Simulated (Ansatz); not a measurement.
## Deforming Ag

```
CELL_PARAMETERS angstrom
2.93000 0.00000 0.00000
-1.46500 2.53745 0.00000
0.00000 0.00000 4.79000
ATOMIC_POSITIONS crystal
Ag 0.33333 0.66667 0.25000
Ag 0.66667 0.33333 0.75000
```

Atoms are numbered in the order listed.

The conventional cell has a = 2.930 Å, b = 2.930 Å, c = 4.790 Å, α = 90.00°, β = 90.00°, γ = 120.00°. Around Ag (atom 1) lie 12 Ag at 2.93 Å.

The cell is COD entry 1509145, as deposited and not checked against the literature; nothing was relaxed.

These are results of Ansatz 0.2.0, DFT, PBE, all-electron LAPW, scalar-relativistic, not measurements.

The runs use a Γ-centred 14×14×8 k mesh, Fermi–Dirac smearing of 0.05 eV, basis error target 0.25 meV/atom, no spin polarisation.

The unchanged cell is at 0.47 GPa.

In a metal, stresses and small energies carry noise from the k mesh.

x, y and z are the Cartesian axes of the cell as listed; fractional coordinates follow a strain, and an engineering shear is twice the off-diagonal strain component.

**Question.** One change gave: energy change +12 meV/atom; stress change (xx, yy, zz, yz, xz, xy) 1.93, 1.93, -2.59, 0.00, 0.00, 0.00 GPa, compression positive. Which change was it?
A. z strained by -1 % at fixed volume
B. atom 2 (Ag) moved by (0.1200, 0.0000, 0.0000) Å
C. z strained by +4 % at fixed volume

**Answer.** C. For z strained by -1 % at fixed volume: energy change under 1 meV/atom; stress change (xx, yy, zz, yz, xz, xy) -0.44, -0.44, 0.97, 0.00, 0.00, 0.00 GPa, compression positive. For atom 2 (Ag) moved by (0.1200, 0.0000, 0.0000) Å: energy change +3 meV/atom; stress change (xx, yy, zz, yz, xz, xy) -0.03, -0.01, 0.31, 0.00, 0.00, 0.55 GPa, compression positive; change of the force on Ag2 (-0.103, -0.017, 0.000) eV/Å.

**Question.** What force constant does this one finite step give for Ag2 along its displacement (all its periodic images move with it)?

**Answer.** k = −ΔF·u/|u|² = 0.86 eV/Å², so the force pulls the atom back.
